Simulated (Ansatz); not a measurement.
# Cobalt, diamond under revPBE: structure, energy and stiffness

Aim: take cobalt in the diamond structure, relax it, solve it on a dense k-mesh, then scale the cell to 7 volumes from 88 to 112 % of the relaxed one and try a fit of the equation of state. The start is antiferromagnetic. The k-meshes are 11×11×11 for the relaxation; 17×17×17 for the dense run; 12×12×12 for the volumes.

This is Co in the diamond structure; at room conditions it is hcp.

Program: Ansatz 0.2.0. Level of theory: DFT revPBE, plane waves (420 eV) with PAW, scalar-relativistic; PAW files made under PBE, frozen cores solved again for the functional. These are calculated values, not measurements.

### 1 The structure to begin with

It takes space group Fd-3m (No. 227, cubic). Conventional cell: a = 4.927 Å, b = 4.927 Å, c = 4.927 Å, α = 90.00°, β = 90.00°, γ = 90.00°. Co (site symmetry -43m) has 4 Co at 2.13 Å as nearest neighbours.

Coordinates:

```cif
data_structure
_symmetry_space_group_name_H-M 'Fd-3m:1'
_symmetry_Int_Tables_number 227
_cell_length_a 4.9269
_cell_length_b 4.9269
_cell_length_c 4.9269
_cell_angle_alpha 90.000
_cell_angle_beta 90.000
_cell_angle_gamma 90.000
_cell_volume 119.59
loop_
_atom_site_label
_atom_site_type_symbol
_atom_site_symmetry_multiplicity
_atom_site_Wyckoff_symbol
_atom_site_fract_x
_atom_site_fract_y
_atom_site_fract_z
_atom_site_occupancy
Co1 Co 8 b 0.75000 0.75000 0.75000 1
```

The atoms start with moments of +1.7, -1.7 μB.

### 2 Relaxation of the cell

input.yaml

```yaml
crystal:
  lattice:
    - [0.0, 2.4634331982, 2.4634331982]
    - [2.4634331982, 0.0, 2.4634331982]
    - [2.4634331982, 2.4634331982, 0.0]
  atoms:
    - { symbol: Co, position: [0.125, 0.125, 0.125], spin: 1.7 }
    - { symbol: Co, position: [0.875, 0.875, 0.875], spin: -1.7 }
hamiltonian:
  xc: revpbe
  pseudopotentials:
    kind: paw
    azcp:
      Co: "pseudopotentials/Co.paw.azcp"
basis:
  ecutwfc: 420
  fft_grid_basis: typed
kpoints:
  mp_grid: { grid: [11, 11, 11], shift: [0, 0, 0] }
magnetization:
  spin_polarized: true
scf:
  occupations: { method: fermi_dirac, width: 0.05 }
relax:
  max_steps: 60
  f_tol: 0.01
  cell: {}
```

The run is started by

```sh
$ ansatz run input.yaml --threads 2 --pin off --max-ram 5120MiB --backend cpu --events-out ev --progress --plain --runs-dir out
```

Standard output:

```text
Warning: RAYON_NUM_THREADS=2 ignored (pool sized by the plan → 2); use --threads N
Engine: ansatz 0.2.0, x86_64-unknown-linux-gnu
Pseudopotentials: kind: paw
Pseudopotential: Co, paw, valence charge 17, recommended cutoff 420 eV (normal), <dir>
Functional definition: revPBE
  parameter kappa = 1.245
  parameter beta = 0.06672455060314922
  exchange = pbe_x(kappa = kappa, mu = beta*pi^2/3)
  correlation = pbe_c(beta = beta)
Crystal: 2 atoms, lattice volume = 29.899 Å³
Basis set: ecut = 420 eV, 561 PW (Γ), exchange–correlation on 48×48×48 points (8 copies of the dense FFT grid, shifted against one another)
Bands: 23, of which v1, the nominal top of the filled ones, is band 17 counted from 1 (16 counted from 0)
Symmetry: 24 space group operations
Space group: F-43m (ITA 216), of the structure as read, at distance tolerance 3.1e-5 Å
Magnetic group: BNS 227.130 (UNI 1632), of the structure as read, at distance tolerance 3.1e-5 Å
k-points: 56 of 1331 (time reversal used)
Non-local potential: Co, projectors of the file, l = 0: 3, l = 1: 2, l = 2: 3, l = 3: 1
PAW form: soft (Blöchl's): semilocal exchange-correlation on the pseudo side does not see the compensation charge
PAW frozen core: Co, regenerated for the run's functional, and the local potential with it (the file was generated under x = pbe(κ = 0.804, μ = 0.2195149727645171), c = pbe(β = 0.06672455060314922))
PAW one-centre angular grid: Co, 590 points (default); XC on 64 Gauss nodes
Initial density: superposition of atomic densities (chi_scale 0.1, normalization cell)
Starting moments: Σ|m| = 3.4 μB on 2 of 2 sites
Starting magnetic order: antiferromagnet; an inversion exchanges its spin sublattices: spin-degenerate at every k-point
Initial wavefunctions: pseudopotential atomic-orbital guess
Functional: x = revpbe(κ = 1.245, μ = 0.2195149727645171), c = pbe(β = 0.06672455060314922)
iter 1 solved again at ethr=1.84e-3 eV; its pass at ethr=3.10e-3 eV (dr2=6.26e-1 eV) is discarded
SCF iter   1: F=—  HF=-10254.081743 eV  |F-HF|=—  |Δ(HF+E_count)|=         —  Δρ=4.38e-2 (↑4.38e-2 ↓4.38e-2)  dr2=6.32e-1  dr2_m=2.24e-1  M=-0.000 μB ∫|m|=2.747 μB  β_m=0.30  ethr=1.84e-3  ⟨swp⟩=1.0  Hψ=13723  notcnv=0
Mixer restart at iter 1: flushing history
preconditioner: auto → Kerker (q_TF=auto, 2.787 Å⁻¹)  [metal: Δε(μ)=0.017 eV  Ē_g=7.176 eV  σ=0.050 eV  W_gap=0.08  n_scr=14 (ndim 8)  ℏωp=28.8 eV  f_vac=0.000  D(μ)=4.00/eV (n_scr^D=58)]
spin=Collinear: Kerker preconditioning applied to the charge; magnetization (m = ρ↑ − ρ↓) channel mixes plain (no charge-response kernel on spin).
SCF iter   2: F=—  HF=-10254.269067 eV  |F-HF|=—  |Δ(HF+E_count)|=   1.87e-1  Δρ=3.34e-2 (↑3.34e-2 ↓3.34e-2)  dr2=1.58e-1  dr2_m=2.59e-1  M=-0.000 μB ∫|m|=2.568 μB  β_m=0.46  ethr=1.84e-3  ⟨swp⟩=3.0  Hψ=4208  notcnv=0
SCF iter   3: F=—  HF=-10255.872675 eV  |F-HF|=—  |Δ(HF+E_count)|=         —  Δρ=1.17e-1 (↑1.17e-1 ↓1.17e-1)  dr2=2.57e-1  dr2_m=3.68e0  M=0.000 μB ∫|m|=1.010 μB  β_m=0.46  ethr=4.66e-4  ⟨swp⟩=2.5  Hψ=4022  notcnv=0
Mixer restart at iter 3: flushing history
SCF iter   4: F=—  HF=-10256.327414 eV  |F-HF|=—  |Δ(HF+E_count)|=   4.55e-1  Δρ=8.48e-2 (↑8.48e-2 ↓8.48e-2)  dr2=2.20e-1  dr2_m=1.93e0  M=0.000 μB ∫|m|=0.688 μB  β_m=0.60  ethr=4.66e-4  ⟨swp⟩=2.2  Hψ=4306  notcnv=0
SCF iter   5: F=—  HF=-10256.576040 eV  |F-HF|=—  |Δ(HF+E_count)|=   2.49e-1  Δρ=9.97e-3 (↑9.97e-3 ↓9.97e-3)  dr2=3.67e-2  dr2_m=2.11e-2  M=0.000 μB ∫|m|=0.073 μB  β_m=0.76  ethr=4.66e-4  ⟨swp⟩=3.0  Hψ=5534  notcnv=0  defer=6
SCF iter   6: F=—  HF=-10256.569690 eV  |F-HF|=—  |Δ(HF+E_count)|=   6.35e-3  Δρ=4.20e-3 (↑4.20e-3 ↓4.20e-3)  dr2=8.84e-3  dr2_m=3.94e-4  M=-0.000 μB ∫|m|=0.014 μB  β_m=0.88  ethr=1.08e-4  ⟨swp⟩=2.0  Hψ=4320  notcnv=0  defer=6
SCF iter   7: F=—  HF=-10256.575822 eV  |F-HF|=—  |Δ(HF+E_count)|=   6.13e-3  Δρ=1.61e-3 (↑1.60e-3 ↓1.61e-3)  dr2=1.44e-3  dr2_m=6.10e-5  M=-0.000 μB ∫|m|=0.004 μB  β_m=0.82  ethr=2.60e-5  ⟨swp⟩=2.0  Hψ=5144  notcnv=0  defer=6
[... 38 lines left out ...]
WARN: the starting moments were not kept: 1 of 2 ended reversed and 1 kept their direction, counting a site from 0.1 of the cell's largest site moment. The largest reversed, site 0 (counted from 0, in the order of the report's site_moments_mub), started with +1.7 μB and closes at -5.8e-1 μB in its sphere. The starting moments cancel, and the net magnetisation is 1.2e0 μB in size, over 0.1 of its absolute magnetisation of 1.2e0 μB. The SCF closed on another magnetic arrangement than the starting moments describe; that does not show which of the two is lower. To try another start: change the starting moments (crystal.atoms[].spin, magnetization.per_species, magnetization.initial_magnetization, or on a non-collinear deck that types none of these the spinor_matrix: blocks that start its atoms; where the total moment is fixed, keep their sum and leave initial_magnetization as it is; typed ones take the place of any that the run laid by itself, positive ones on a crystal's lanthanoids without a Hubbard term where scf.initial_density.shell_occupations: [] is typed); see also scf.mixing.spin_hold.
SCF 1 converged in 44 iterations: F = -10256.590453 eV  dr2 = 3.31e-8
relax step   1: F+E_penalty+E_count = -10256.59045308 eV  Δ(F+E_penalty+E_count) = +0.000e0 eV  max|allowed force component| = 5.782e-17 eV/Å  Δτ_max = 0.0000 Å  P = +3.706 GPa  Ω = 29.899 Å³  (44 SCF iters, dr2 threshold 1.00e-7 eV, accepted)
[... 49 lines left out ...]
relax step   2: F+E_penalty+E_count = -10256.66096450 eV  Δ(F+E_penalty+E_count) = -7.051e-2 eV  max|allowed force component| = 1.318e-16 eV/Å  Δτ_max = 0.0000 Å  P = +11.710 GPa  Ω = 30.387 Å³  energy of the carried Pulay correction = -4.068e-4 eV  (30 SCF iters, dr2 threshold 2.00e-7 eV, accepted)
[... 51 lines left out ...]
relax step   5: F+E_penalty+E_count = -10256.76140855 eV  Δ(F+E_penalty+E_count) = -2.343e-4 eV  max|allowed force component| = 5.551e-17 eV/Å  Δτ_max = 0.0000 Å  P = +0.034 GPa  Ω = 33.428 Å³  energy of the carried Pulay correction = -2.799e-3 eV  (8 SCF iters, dr2 threshold 2.00e-7 eV, accepted)
[... 50 lines left out ...]
relax step   8: F+E_penalty+E_count = -10256.76763447 eV  Δ(F+E_penalty+E_count) = -1.260e-4 eV  max|allowed force component| = 4.857e-17 eV/Å  Δτ_max = 0.0000 Å  P = +0.043 GPa  Ω = 33.576 Å³  stress off target by 4.27e-2 GPa  SCF on the basis re-selected at this cell (its energy is not comparable with the rows above)  (10 SCF iters)
[... 1 line left out ...]
SCF converged after 10 iterations
Magnetization: -3.4983 μB (15.2509 up, 18.7491 down)
Absolute magnetization: 3.7617 μB (∫|ρ↑−ρ↓|, with the PAW one-centre terms)
Spin contamination: 0.0771 ħ² per cell (⟨S²⟩ above its minimum at these occupations)
Per-site moments (μB) at R_I (Å): [(-1.77656302966395, 0.9147206810731949), (-1.7765623697438386, 0.9147206810731949)]
Free energy (F): -10256.767634 eV
Harris-Foulkes:  -10256.767634 eV  (|F-HF|=3.64e-12)
Internal energy: -10256.750510 eV  (E = F + TS)
E sigma→0 (E₀):  -10256.759072 eV
Entropy (-TS):   -0.017124 eV (-8.562 meV/atom)
Fermi energy:    10.610860 eV
--- Per-component energies (eV) ---
  E_band       = -754.189572
  E_kinetic    = 906.300815
  E_local      = -7504.196047  (includes V_loc(G=0)·N_el)
  E_nonlocal   = 916.700163
  E_hartree    = 3162.033270
  E_xc         = -314.377399
  E_vxc        = -404.777261  (∫ρ·V_xc dr)
  E_paw        = -3045.743684  (= ΣΔE_a)
  E_vpaw       = -992.284035  (= ΣTr[D̂ρ^β])
  E_aug_tail   = 0.000230  (compensation charges beyond the density's cutoff)
  E_ewald      = -4377.401950
  E_core_change = -0.065908  (= ΣΔE_core)
  E_smearing   = -0.017124  (= −TS)
  E_closure    = -0.000000  (closes the sum)
  Σ components = -10256.767634   (vs F -10256.767634, Δ=0.00e0)
--- Forces (eV/Å), atoms counted from 1 ---
  atom   1  Co    -0.00000000    -0.00000000    -0.00000000
  atom   2  Co     0.00000000     0.00000000     0.00000000
  max |Σ_I F_I| component: 9.25e-18 eV/Å
--- Stress (GPa, compression-positive) ---
        0.042732       0.000000       0.000000
        0.000000       0.042732      -0.000000
        0.000000      -0.000000       0.042732
  P = ⅓ Tr σ = 0.0427 GPa (0.427 kbar)
--- Relaxed structure (6 steps of the walk, 6 accepted, 2 SCFs on fresh bases) ---
  F+E_penalty+E_count = -10256.76763447 eV   max|allowed force component| = 4.857e-17 eV/Å   (the final SCF, on the basis selected at the relaxed cell)
  cell:  # Å, volume = 33.5762 Å³
    - [-3.310939500262781e-33, 2.5605538494590427, 2.5605538494590427]
    - [2.5605538494590427, 4.904833721358766e-33, 2.5605538494590427]
    - [2.5605538494590427, 2.5605538494590427, -1.3879562680997874e-33]
  atoms:
    - { symbol: Co, position: [0.125, 0.125, 0.125] }
    - { symbol: Co, position: [0.8750000000000002, 0.8750000000000002, 0.8750000000000002] }
```

Run time: 30 s. Hardware: 2 threads of Intel Xeon 6975P-C (Granite Rapids), shared host; peak memory 0.4 GiB.

Relaxation path:

| step | energy change (meV/atom) | largest force (eV/Å) | pressure (GPa) | volume (Å³/atom) |
| --- | --- | --- | --- | --- |
| 1 | 0.00 | 0.0000 | 3.71 | 14.949 |
| 2 | -35.26 | 0.0000 | 11.71 | 15.194 |
| 3 | -75.53 | 0.0000 | 4.84 | 15.999 |
| 4 | -85.36 | 0.0000 | 0.61 | 16.620 |
| 5 | -85.48 | 0.0000 | 0.03 | 16.714 |
| 6 | -88.47 | 0.0000 | 0.45 | 16.714 |
| 7 | -88.53 | 0.0000 | 0.05 | 16.788 |
| 8 | -88.59 | 0.0000 | 0.04 | 16.788 |

Steps that repeat a cell are solved on a basis chosen anew, so their changes of energy are no gain of the relaxation.

Changes in the cell that was computed:

|  | before | after | change |
| --- | --- | --- | --- |
| a (Å) | 3.484 | 3.621 | +3.9 % |
| b (Å) | 3.484 | 3.621 | +3.9 % |
| c (Å) | 3.484 | 3.621 | +3.9 % |
| volume (Å³/atom) | 14.949 | 16.788 | +12.3 % |
| shortest distance (Å) | 2.133 | 2.218 | +3.9 % |
| space group (spins left aside) | Fd-3m | Fd-3m | same |

### 3 Single point on a dense mesh

input.yaml

```yaml
crystal:
  lattice:
    - [0.0, 2.5605538495, 2.5605538495]
    - [2.5605538495, 0.0, 2.5605538495]
    - [2.5605538495, 2.5605538495, 0.0]
  atoms:
    - { symbol: Co, position: [0.125, 0.125, 0.125], spin: -1.777 }
    - { symbol: Co, position: [0.875, 0.875, 0.875], spin: -1.777 }
hamiltonian:
  xc: revpbe
  pseudopotentials:
    kind: paw
    azcp:
      Co: "pseudopotentials/Co.paw.azcp"
basis:
  ecutwfc: 420
  fft_grid_basis: typed
kpoints:
  mp_grid: { grid: [17, 17, 17], shift: [0, 0, 0] }
magnetization:
  spin_polarized: true
scf:
  occupations: { method: fermi_dirac, width: 0.05 }
```

The run is started by

```sh
$ ansatz run input.yaml --threads 2 --pin off --max-ram 5120MiB --backend cpu --events-out ev --progress --plain --runs-dir out
```

Standard output, shortened:

```text
Warning: RAYON_NUM_THREADS=2 ignored (pool sized by the plan → 2); use --threads N
[...]
Pseudopotentials: kind: paw
Pseudopotential: Co, paw, valence charge 17, recommended cutoff 420 eV (normal), <dir>
Functional definition: revPBE
[...]
Crystal: 2 atoms, lattice volume = 33.576 Å³
Basis set: ecut = 420 eV, 645 PW (Γ)
Bands: 23, of which v1, the nominal top of the filled ones, is band 17 counted from 1 (16 counted from 0)
Symmetry: 48 space group operations
[...]
SCF converged after 11 iterations
Magnetization: -3.4994 μB (15.2503 up, 18.7497 down)
Absolute magnetization: 3.7623 μB (∫|ρ↑−ρ↓|, with the PAW one-centre terms)
Spin contamination: 0.0762 ħ² per cell (⟨S²⟩ above its minimum at these occupations)
Per-site moments (μB) at R_I (Å): [(-1.7770642914484927, 0.9147206810878272), (-1.7770642914484929, 0.9147206810878272)]
Free energy (F): -10256.769485 eV
[...]
E sigma→0 (E₀):  -10256.761262 eV
Entropy (-TS):   -0.016445 eV (-8.223 meV/atom)
Fermi energy:    10.610330 eV
[...]
```

Run time: 4.2 s. Hardware: 2 threads of Intel Xeon 6975P-C (Granite Rapids), shared host; peak memory 0.47 GiB.

### 4 The cell scaled to 88 % of its volume

input.yaml

```yaml
crystal:
  lattice:
    - [0.0, 2.4537377119, 2.4537377119]
    - [2.4537377119, 0.0, 2.4537377119]
    - [2.4537377119, 2.4537377119, 0.0]
  atoms:
    - { symbol: Co, position: [0.125, 0.125, 0.125], spin: -1.777 }
    - { symbol: Co, position: [0.875, 0.875, 0.875], spin: -1.777 }
hamiltonian:
  xc: revpbe
  pseudopotentials:
    kind: paw
    azcp:
      Co: "pseudopotentials/Co.paw.azcp"
basis:
  ecutwfc: 420
  fft_grid_basis: typed
kpoints:
  mp_grid: { grid: [12, 12, 12], shift: [0, 0, 0] }
magnetization:
  spin_polarized: true
scf:
  occupations: { method: fermi_dirac, width: 0.05 }
  lower_state_search: "off"
output:
  stress: true
```

The run is started by

```sh
$ ansatz run input.yaml --threads 2 --pin off --max-ram 5120MiB --backend cpu --events-out ev --progress --plain --runs-dir out
```

Standard output, shortened:

```text
Warning: RAYON_NUM_THREADS=2 ignored (pool sized by the plan → 2); use --threads N
[...]
Pseudopotentials: kind: paw
Pseudopotential: Co, paw, valence charge 17, recommended cutoff 420 eV (normal), <dir>
Functional definition: revPBE
[...]
Crystal: 2 atoms, lattice volume = 29.547 Å³
Basis set: ecut = 420 eV, 561 PW (Γ)
Bands: 23, of which v1, the nominal top of the filled ones, is band 17 counted from 1 (16 counted from 0)
Symmetry: 48 space group operations
[...]
Spin contamination: 0.0560 ħ² per cell (⟨S²⟩ above its minimum at these occupations)
Per-site moments (μB) at R_I (Å): [(-1.6551141403405756, 0.8765621670008372), (-1.6551141403405756, 0.8765621670008372)]
Free energy (F): -10256.591000 eV
[...]
E sigma→0 (E₀):  -10256.580624 eV
Entropy (-TS):   -0.020753 eV (-10.376 meV/atom)
Fermi energy:    12.598383 eV
[...]
--- Stress (GPa, compression-positive) ---
       15.819174      -0.000000       0.000000
        0.000000      15.819174       0.000000
        0.000000       0.000000      15.819174
  P = ⅓ Tr σ = 15.8192 GPa (158.192 kbar)
```

Run time: 2.3 s. Hardware: 2 threads of Intel Xeon 6975P-C (Granite Rapids), shared host; peak memory 0.35 GiB.

[end of part 1 of 2]
